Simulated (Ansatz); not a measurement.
PtSe2 (Sudovikovite) under changes of volume

One of the cells (20.265 Å³/atom); the others are scaled copies at fixed shape and fractional positions:

```
Pt Se
1.0
     3.72400    0.00000    0.00000
    -1.86200    3.22508    0.00000
     0.00000    0.00000    5.06200
Pt Se
1 2
Direct
  0.00000 0.00000 0.00000
  0.66667 0.33333 0.75000
  0.33333 0.66667 0.25000
```

* Program: Ansatz 0.2.0
* Functional: PBE
* Potentials or basis: Ansatz PAW earlier set
* Cutoff: 580 eV (not typed: the program's choice for these potentials)
* k mesh: 8 × 8 × 5
* Occupations: fermi-dirac, width 0.05 eV
* Spin: no spin polarisation

```csv
volume (Å³/atom),energy over the lowest point (meV/atom),pressure (GPa),largest force (eV/Å)
19.049,?,?,?
19.455,79.03,13.9,1.156
19.860,48.35,10.4,0.863
20.265,25.93,7.3,0.595
20.671,10.90,4.6,0.348
21.076,2.49,2.1,0.122
21.481,0.00,-0.1,0.086
```

Q: What does the run at 19.049 Å³/atom give?

A: Energy over the lowest point 118.97 meV/atom; pressure 17.8 GPa; largest force 1.476 eV/Å.

Worked out: A Birch-Murnaghan fit of order 3 (a polynomial in V^(-2/3)) to the other rows has its minimum at 21.46 Å³/atom with B0 = V·E''(V) = 111 GPa and B' = 4.9 at fixed shape and positions, which overstates the stiffness. It gives 119.10 meV/atom at 19.049 Å³/atom, against the run's 118.97, and -dE/dV = 17.8 GPa, against 17.8.

Energies are extrapolated to zero smearing.

Caveats: forces of over 1 eV/Å show positions far from the minimum, so gaps and moduli don't describe the material at rest (some runs).
